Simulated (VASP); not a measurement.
**Ca: single point with LDA**

Ca:

```
Ca
1.0
    -2.24000    2.24000    2.24000
     2.24000   -2.24000    2.24000
     2.24000    2.24000   -2.24000
Ca
1
Direct
  0.00000 0.00000 0.00000
```

This isn't the form of Ca at room conditions, which is fcc.

| Property | Result |
| --- | --- |
| Program | VASP 6.6.1 |
| Task | single point |
| Functional | LDA |
| Potentials or basis | VASP PAW LDA potentials, release 64 (Ca_sv) |
| Cutoff | 520 eV |
| k mesh | 6 × 6 × 6 |
| Occupations | gaussian, width 0.1 eV |
| Spin | no spin polarisation |
| Dipole correction | no |
| Further INCAR settings | ALGO = Normal; EDIFF = 1e-06; NBANDS = 11 |

```json
{
  "Pressure": "-2.4 GPa",
  "Band gap on the k mesh": "none (metal or under the smearing width)"
}
```

Levels at points of the mesh, in eV from the Fermi level:
| k point | band 3 | band 4 | band 5 | band 6 | band 7 | band 8 |
| --- | --- | --- | --- | --- | --- | --- |
| (0.00, 0.00, 0.00) | -23.00 | -23.00 | -3.97 | 2.04 | 2.04 | 2.04 |
| (0.50, 0.00, 0.00) | -23.04 | -23.00 | -0.94 | -0.04 | 1.18 | 2.93 |
| (0.50, 0.50, 0.50) | -23.09 | -23.09 | 0.05 | 0.05 | 3.65 | 3.65 |

Run time: 16 s on 1 thread of AMD EPYC 7571, on a shared host, peak memory 0.11 GiB.
